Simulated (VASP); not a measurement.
# Pm (Fm-3m) in VASP: a series of runs

One crystal, Pm, is run at these levels: LDA; tasks: single point.

Program: VASP 6.6.1. These are calculated values, not measurements. Logs are shortened: lines on timing, memory, paths and dates and some standing lists are left out, and cuts for length are marked.

## Step 1: The crystal as given

It takes space group Fm-3m (No. 225, cubic). Conventional cell: a = 5.168 Å, b = 5.168 Å, c = 5.168 Å, α = 90.00°, β = 90.00°, γ = 90.00°. Pm (site symmetry m-3m) is surrounded by 12 Pm at 3.65 Å.

This isn't the form of Pm at room conditions, which is double hcp.

## Step 2: Single point, LDA, collinear spin, ferromagnetic start

INCAR reads:

```
PREC     = Accurate       # precision mode
ENCUT    = 450            # plane-wave cutoff, eV
EDIFF    = 1E-6           # SCF threshold, eV
ISMEAR   = -1             # smearing method
SIGMA    = 0.05           # smearing width, eV
LREAL    = F              # projectors in reciprocal space
LASPH    = T              # aspherical terms in the spheres
NELM     = 100            # most SCF steps
ALGO     = Normal         # electronic algorithm
ISIF     = 2              # what is computed and relaxed
LWAVE    = F              # write WAVECAR
LCHARG   = F              # write CHGCAR
ISPIN    = 2              # spin polarisation
MAGMOM   = 4              # initial moments
LORBIT   = 11             # projections on sites
LMAXMIX  = 6              # l up to which the mixer works
GGA      = CA             # functional
NBANDS   = 18             # bands
ADDGRID  = F
```

KPOINTS reads:

```
Automatic mesh
0
Gamma
  9 9 9
```

POSCAR reads:

```
Pm
1.0
   -0.0555010000      2.5655700000      2.5293400000
    2.5242190000     -0.0080540000      2.4818930000
    2.6229240000      2.6168280000     -0.1067590000
Pm
1
Direct
    0.0077670000      0.0042080000     -0.0216400000
```

Potentials or basis: VASP PAW PBE potentials, release 64 (Pm).

On the command line:

```console
cat potpaw_PBE.64/Pm/POTCAR > POTCAR
mpirun -np 1 vasp_std > vasp.out
```

OUTCAR:

```text
PREC = Accurate
   ENCUT = 450
   EDIFF = 1E-6
   ISMEAR = -1
   LREAL = F
   LASPH = T
   NELM = 100
   ISIF = 2
   ISPIN = 2
   LORBIT = 11
   GGA = CA

 Found    365 irreducible k-points:

 Following reciprocal coordinates:
            Coordinates               Weight
  0.000000  0.000000  0.000000      1.000000
  0.111111  0.000000  0.000000      2.000000
  0.222222  0.000000  0.000000      2.000000
  0.333333 -0.000000  0.000000      2.000000
  0.444444  0.000000  0.000000      2.000000
  0.000000  0.111111 -0.000000      2.000000
   k-points           NKPTS =    365   k-points in BZ     NKDIM =    365   number of bands    NBANDS=     18
   number of dos      NEDOS =    301   number of ions     NIONS =      1
   total plane-waves  NPLWV =  18816
   dimension x,y,z NGX =    28 NGY =   24 NGZ =   28
   dimension x,y,z NGXF=    56 NGYF=   48 NGZF=   56
   ions per type =               1
   NGX,Y,Z   is equivalent  to a cutoff of  12.92, 11.27, 12.56 a.u.
   NGXF,Y,Z  is equivalent  to a cutoff of  25.84, 22.54, 25.12 a.u.
 SYSTEM =  unknown system
   PREC   = accura    normal or accurate (medium, high low for compatibility)
   ISTART =      0    job   : 0-new  1-cont  2-samecut
   ICHARG =      2    charge: 1-file 2-atom 10-const
   ISPIN  =      2    spin polarized calculation?
   LNONCOLLINEAR =      F non collinear calculations
   LSORBIT =      F    spin-orbit coupling
   LASPH  =      T    aspherical Exc in radial PAW
   ENCUT  =  450.0 eV  33.07 Ry    5.75 a.u.   6.23  6.12  6.41*2*pi/ulx,y,z
   NELM   =    100;   NELMIN=  2; NELMDL= -5     # of ELM steps
   EDIFF  = 0.1E-05   stopping-criterion for ELM
[... 12 lines left out ...]
   EMIN   =  10.00;   EMAX   =-10.00  energy-range for DOS
   EFERMI =   0.00;   METHOD = LEGACY
   ISMEAR =    -1;   SIGMA  =   0.05  broadening in eV -4-tet -1-fermi 0-gaus
   EFERMI_NEDOS =   21; number of points for ismear=-14 and -15
   IALGO  =     38    algorithm
   IMIX   =      4    mixing-type and parameters
     AMIX     =   0.40;   BMIX     =  1.00
     AMIX_MAG =   1.60;   BMIX_MAG =  1.00
  volume/ion in A,a.u.               =      34.51       232.91
  Fermi-wavevector in a.u.,A,eV,Ry     =   1.240052  2.343359 20.922083  1.537730
  Thomas-Fermi vector in A             =   2.374509
   LORBIT       =     11    0 simple, 1 ext, 2 COOP (PROOUT), +10 PAW based schemes
[... 5 lines left out ...]
   LRPA    =     F    only Hartree local field effects (RPA)
 spin polarized calculation
  energy-cutoff  :      450.00
  volume of cell :       34.51
 maximum number of plane-waves:       760
 NGX is ok and might be reduce to    28

 number of electron      15.0000000 magnetization       5.2166798

 Free energy of the ion-electron system (eV)
  ---------------------------------------------------
  ext. energy  EPLUGINS =         0.00000000
  ---------------------------------------------------
  free energy    TOTEN  =        -7.90634207 eV

  energy without entropy =       -7.80411278  energy(sigma->0) =       -7.85522742

 E-fermi :   5.4957     XC(G=0): -10.0534

 val. band max:        5.4956732484   @ k =   0.1111   0.0000   0.0000
 cond. band min:       5.4957851282   @ k =   0.1111   0.3333   0.2222
 fundamental gap:      0.0001118798
 Fermi energy:         5.4957480944

 spin component 1

 k-point     1 :       0.0000    0.0000    0.0000
  band No.  band energies     occupation
      1     -32.8951      1.00000
      2     -12.9721      1.00000
      3     -12.9111      1.00000
      4     -12.8648      1.00000
      5       1.3948      1.00000
      6       5.1938      0.99762
      7       5.3208      0.97066
      8       5.3588      0.93933
      9       5.3964      0.87945
     10       5.5145      0.40752
     11       5.5315      0.32832
     12       5.5655      0.19857
     13       6.8278      0.00000
     14       7.2317      0.00000
     15       7.6820      0.00000
     16       9.6186      0.00000
     17       9.8311      0.00000
     18      14.8582      0.00000

 k-point     2 :       0.1111    0.0000    0.0000
  band No.  band energies     occupation
      1     -32.8821      1.00000
      2     -13.0618      1.00000
      3     -12.9674      1.00000
      4     -12.8832      1.00000
      5       1.7415      1.00000
      6       5.1697      0.99853
      7       5.3202      0.97103
      8       5.3573      0.94095
      9       5.4090      0.84993
     10       5.4587      0.67717
     11       5.4957      0.50037
     12       5.5495      0.25458
     13       6.8919      0.00000
     14       7.1491      0.00000
     15       7.8869      0.00000
     16       9.4780      0.00000
     17       9.6759      0.00000
     18      15.4951      0.00000

 k-point     3 :       0.2222    0.0000    0.0000
  band No.  band energies     occupation
      1     -32.8487      1.00000
      2     -13.3827      1.00000
      3     -13.0012      1.00000
      4     -12.9280      1.00000
      5       2.5906      1.00000
      6       5.1527      0.99895
      7       5.2879      0.98460
      8       5.3463      0.95204
      9       5.3908      0.89085
     10       5.4106      0.84588
     11       5.4618      0.66333
     12       5.5488      0.25713
     13       6.6595      0.00000
     14       7.2400      0.00000
     15       8.0998      0.00000
     16       9.5120      0.00000
     17       9.7541      0.00000
     18      15.2235      0.00000

 k-point     4 :       0.3333   -0.0000    0.0000
  band No.  band energies     occupation
      1     -32.8104      1.00000
      2     -13.7284      1.00000
      3     -13.0350      1.00000
      4     -12.9777      1.00000
      5       3.3387      1.00000
      6       5.2215      0.99587
      7       5.2830      0.98601
      8       5.3168      0.97288
      9       5.3360      0.96068
     10       5.4797      0.57954
     11       5.5209      0.37679
     12       5.5528      0.24217
     13       6.7177      0.00000
     14       7.0121      0.00000
     15       7.8404      0.00000
     16      10.2152      0.00000
     17      10.6720      0.00000
     18      14.4019      0.00000

 k-point     5 :       0.4444    0.0000    0.0000
  band No.  band energies     occupation
      1     -32.7851      1.00000
      2     -13.9428      1.00000
      3     -13.0569      1.00000
      4     -13.0093      1.00000
      5       3.5628      1.00000
      6       5.1850      0.99801
      7       5.2504      0.99265
      8       5.2814      0.98644
      9       5.5004      0.47699
     10       5.5490      0.25632
     11       5.5569      0.22755
     12       5.5798      0.15683
     13       6.7278      0.00000
     14       7.3188      0.00000
     15       7.5780      0.00000
     16      11.0209      0.00000
     17      11.6537      0.00000
     18      14.2716      0.00000

 k-point     6 :       0.0000    0.1111   -0.0000
  band No.  band energies     occupation
      1     -32.8801      1.00000
      2     -13.0367      1.00000
      3     -12.9796      1.00000
      4     -12.9135      1.00000
      5       1.7613      1.00000
      6       5.1684      0.99857
      7       5.3330      0.96285
      8       5.3542      0.94429
      9       5.3997      0.87222
     10       5.4574      0.68302
     11       5.4936      0.51056
     12       5.5279      0.34439
     13       7.0397      0.00000
     14       7.1977      0.00000
     15       7.7388      0.00000
     16       9.4156      0.00000
     17       9.6146      0.00000
     18      15.5276      0.00000

 [... further k-points ...]

 spin component 2

 k-point     1 :       0.0000    0.0000    0.0000
  band No.  band energies     occupation
      1     -30.9156      1.00000
      2     -11.3751      1.00000
      3     -11.3055      1.00000
      4     -11.2540      1.00000
      5       2.1777      1.00000
      6       7.6956      0.00000
      7       7.7268      0.00000
      8       8.0439      0.00000
      9       8.0808      0.00000
     10       8.1117      0.00000
     11       8.1556      0.00000
     12       8.6139      0.00000
     13       8.7026      0.00000
     14       8.7151      0.00000
     15       8.7385      0.00000
     16      10.5748      0.00000
     17      10.7951      0.00000
     18      15.9342      0.00000

 k-point     2 :       0.1111    0.0000    0.0000
  band No.  band energies     occupation
      1     -30.9007      1.00000
      2     -11.4768      1.00000
      3     -11.3685      1.00000
      4     -11.2743      1.00000
      5       2.5371      1.00000
      6       7.3111      0.00000
      7       7.8431      0.00000
      8       8.0098      0.00000
      9       8.0763      0.00000
     10       8.1164      0.00000
     11       8.3089      0.00000
     12       8.4577      0.00000
     13       8.7221      0.00000
     14       8.7460      0.00000
     15       9.0372      0.00000
     16      10.4675      0.00000
     17      10.6620      0.00000
     18      16.5366      0.00000

 k-point     3 :       0.2222    0.0000    0.0000
  band No.  band energies     occupation
      1     -30.8627      1.00000
      2     -11.8362      1.00000
      3     -11.4061      1.00000
      4     -11.3235      1.00000
      5       3.4103      1.00000
      6       6.9220      0.00000
      7       7.8223      0.00000
      8       7.9307      0.00000
      9       8.1377      0.00000
     10       8.1473      0.00000
     11       8.3552      0.00000
     12       8.4592      0.00000
     13       8.7256      0.00000
     14       8.7470      0.00000
     15       9.1901      0.00000
     16      10.5744      0.00000
     17      10.8186      0.00000
     18      16.0946      0.00000

 k-point     4 :       0.3333   -0.0000    0.0000
  band No.  band energies     occupation
      1     -30.8189      1.00000
      2     -12.2203      1.00000
      3     -11.4434      1.00000
      4     -11.3781      1.00000
      5       4.1726      1.00000
      6       7.0931      0.00000
      7       7.6982      0.00000
      8       7.8275      0.00000
      9       8.1875      0.00000
     10       8.2108      0.00000
     11       8.3252      0.00000
     12       8.5590      0.00000
     13       8.5972      0.00000
     14       8.7302      0.00000
     15       8.8824      0.00000
     16      11.2823      0.00000
     17      11.7647      0.00000
     18      15.3327      0.00000

 k-point     5 :       0.4444    0.0000    0.0000
  band No.  band energies     occupation
      1     -30.7900      1.00000
      2     -12.4570      1.00000
      3     -11.4676      1.00000
      4     -11.4128      1.00000
      5       4.3961      1.00000
      6       7.5500      0.00000
      7       7.5932      0.00000
      8       7.8720      0.00000
      9       8.2390      0.00000
     10       8.2633      0.00000
     11       8.3478      0.00000
     12       8.4912      0.00000
     13       8.5500      0.00000
     14       8.7328      0.00000
     15       8.7545      0.00000
     16      12.0610      0.00000
     17      12.7400      0.00000
     18      15.2751      0.00000

 k-point     6 :       0.0000    0.1111   -0.0000
  band No.  band energies     occupation
      1     -30.8985      1.00000
      2     -11.4472      1.00000
      3     -11.3832      1.00000
      4     -11.3079      1.00000
      5       2.5559      1.00000
      6       7.3807      0.00000
      7       7.8057      0.00000
      8       8.0422      0.00000
      9       8.0560      0.00000
     10       8.1023      0.00000
     11       8.2420      0.00000
     12       8.5531      0.00000
     13       8.7098      0.00000
     14       8.7711      0.00000
     15       8.9826      0.00000
     16      10.4112      0.00000
     17      10.6061      0.00000
     18      16.5487      0.00000

 [... further k-points ...]
[... 5 lines left out ...]
  --------------------------------------------------------------------------------------
  -------------------------------------------------------------------------------------
  Total       -0.6483826     -0.6469744     -0.6304621     -0.0546923      0.0734921      0.1921243
  in kB      -30.0985946    -30.0332244    -29.2667035     -2.5388749      3.4115779      8.9186099
  external PRESSURE =     -29.7995075 kB  Pullay stress =       0.0000000 kB

 VOLUME and BASIS-vectors are now :
 -----------------------------------------------------------------------------
  energy-cutoff  :      450.00
  volume of cell :       34.51
      direct lattice vectors                 reciprocal lattice vectors
    -0.055501000  2.565570000  2.529340000    -0.188150331  0.196421533  0.191996440
     2.524219000 -0.008054000  2.481893000     0.199708474 -0.192047705  0.199180755
     2.622924000  2.616828000 -0.106759000     0.185079531  0.188976904 -0.187622612

 POSITION                                       TOTAL-FORCE (eV/Angst)
 -----------------------------------------------------------------------------------
      2.57635      2.58009     -0.07436         0.000000      0.000000     -0.000000
 -----------------------------------------------------------------------------------
    total drift:                               -0.000003      0.000001     -0.000006

  FREE ENERGIE OF THE ION-ELECTRON SYSTEM (eV)
  ---------------------------------------------------
  free  energy   TOTEN  =        -7.9063420657 eV

  energy  without entropy=       -7.8041127816  energy(sigma->0) =       -7.85522742

 total charge

# of ion       s       p       d       f       tot
--------------------------------------------------
    1        2.046   5.475   0.486   4.405  12.412

 magnetization (x)

# of ion       s       p       d       f       tot
--------------------------------------------------
    1        0.000   0.029   0.189   4.391   4.610
```

It took 3.6 min on 1 thread of Intel Xeon 6975P-C (Granite Rapids), shared host; peak memory 0.38 GiB.

The run converged, but some of its settings lie outside the range that counts as converged, so its numbers aren't taken as properties of the crystal.

What came out:

| Quantity | Value |
| --- | --- |
| Free energy | -7.9063 eV |
| Pressure | -3.0 GPa |
| Band gap on the k mesh | none (metal or under the smearing width) |
| Net moment | 5.22 μB per cell |
| Site moments | Pm +4.61 μB |
| Valence electrons inside the program's atomic spheres | Pm 12.41 |

Caveat: the magnetic or orbital state may not be the lowest; the PAW data sets were made with another functional, which shifts forces and pressure a little; spin-orbit coupling is left out, which moves the levels of the heavy elements.

## Step 3: Single point, LDA, collinear spin, ferromagnetic start

This run uses another cell than the first one, of the same volume but with other edges.

INCAR: that of step 2 with these lines changed.

```diff
@@ -4,3 +4,3 @@
 ISMEAR   = -1             # smearing method
-SIGMA    = 0.05           # smearing width, eV
+SIGMA    = 0.02           # smearing width, eV
 LREAL    = F              # projectors in reciprocal space
```

KPOINTS is that of step 2.

POSCAR reads:

```
Pm
1.0
    0.0000000000      2.5841748100      2.5841748100
    2.5841748100      0.0000000000      2.5841748100
    2.5841748100      2.5841748100      0.0000000000
Pm
1
Direct
    0.0000000000      0.0000000000      0.0000000000
```

Potentials or basis: VASP PAW PBE potentials, release 64 (Pm).

On the command line:

```console
cat potpaw_PBE.64/Pm/POTCAR > POTCAR
mpirun -np 1 vasp_std > vasp.out
```

It took 29 s on 1 thread of Intel Xeon 6975P-C (Granite Rapids), shared host; peak memory 0.17 GiB.

These settings aren't checked as converged: the numbers below hold their error.

What came out:

```yaml
Free_energy: -7.8710 eV
Pressure: -3.9 GPa
Band_gap_on_the_k_mesh: none (metal or under the smearing width)
Net_moment: 5.28 μB per cell
Site_moments: Pm +4.63 μB
Valence_electrons_inside_the_program's_atomic_spheres: Pm 12.41
```

Caveat: the magnetic or orbital state may not be the lowest; the PAW data sets were made with another functional, which shifts forces and pressure a little; spin-orbit coupling is left out, which moves the levels of the heavy elements.

## Step 4: For comparison

An earlier run on the cell as given: functional PBE; potentials or basis VASP PAW PBE potentials, release 64 (Pm); cutoff 520 eV; k mesh 9 × 9 × 9; occupations fermi-dirac, width 0.05 eV; collinear spin, ferromagnetic start; starting moments [4.0] μB.

- Pressure: 1.1 GPa
- Band gap on the k mesh: none (metal or under the smearing width)
- Net moment: 5.45 μB per cell
- Site moments: Pm +4.67 μB
- Valence electrons inside the program's atomic spheres: Pm 12.42
